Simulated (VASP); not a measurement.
## From VASP inputs to Ansatz: AgCl (zincblende)

INCAR

```
IBRION = -1
NELM = 120
LASPH = .TRUE.
NBANDS = 16
GGA = PE
ISMEAR = -1
ISIF = 2
LREAL = .FALSE.
SIGMA = 0.02
ENCUT = 520
EDIFF = 1E-7
NSW = 0
LWAVE = .FALSE.
LCHARG = .FALSE.
PREC = Accurate
```

KPOINTS

```
KPOINTS created by Atomic Simulation Environment
0
Gamma
8 8 8
0 0 0
```

KPOINTS_OPT

```
special points
6
Reciprocal
0.0000000000 0.0000000000 0.0000000000 1
0.5000000000 0.0000000000 0.5000000000 1
0.5000000000 0.2500000000 0.7500000000 1
0.3750000000 0.3750000000 0.7500000000 1
0.5000000000 0.5000000000 0.5000000000 1
0.6250000000 0.2500000000 0.6250000000 1
```

POSCAR

```
Ag Cl
 1.0000000000000000
    -0.0000000000000000    2.9932461610011161    2.9932461610011161
     2.9932461610011161   -0.0000000000000000    2.9932461610011161
     2.9932461610011161    2.9932461610011161    0.0000000000000000
 Ag  Cl
   1   1
Cartesian
  0.0000000000000000  0.0000000000000000  0.0000000000000000
  1.4966230805005580  1.4966230805005580  1.4966230805005580
```

VASP ran with the recommended PBE PAW datasets (18 valence electrons in the cell).

Task: Write an Ansatz input for this cell and level of theory.

Result: 

```yaml
crystal:
  lattice:
    - [0.0, 2.993246161, 2.993246161]
    - [2.993246161, 0.0, 2.993246161]
    - [2.993246161, 2.993246161, 0.0]
  atoms:
    - { symbol: Ag, position: [0.0, 0.0, 0.0] }
    - { symbol: Cl, position: [0.25, 0.25, 0.25] }
kpoints:
  mp_grid: { grid: [8, 8, 8] }
  band_path:
    path:
      - [[0.0, 0.0, 0.0], [0.5, 0.0, 0.5], [0.5, 0.25, 0.75], [0.375, 0.375, 0.75], [0.0, 0.0, 0.0], [0.5, 0.5, 0.5], [0.625, 0.25, 0.625], [0.5, 0.25, 0.75], [0.5, 0.5, 0.5], [0.375, 0.375, 0.75]]
      - [[0.625, 0.25, 0.625], [0.5, 0.0, 0.5]]
    npoints: 10
hamiltonian:
  xc: pbe
scf:
  occupations: { method: fermi_dirac, width: 0.02 }
  n_extra_bands: 4
output:
  forces: true
  stress: true
  eigenvalues: true
```

Other inputs would serve too.

```csv
,VASP,Ansatz
gap between bands v and c,1.25 eV,1.25 eV
least direct gap,1.25 eV,1.25 eV
pressure,1.1 GPa,1.2 GPa
```

The two codes use different PAW datasets and cutoffs. VASP's cell holds 18 valence electrons and Ansatz's 26. Ansatz's stress includes a Pulay correction; VASP's doesn't. Ansatz solved a whole band path, VASP its corner points and band edges.
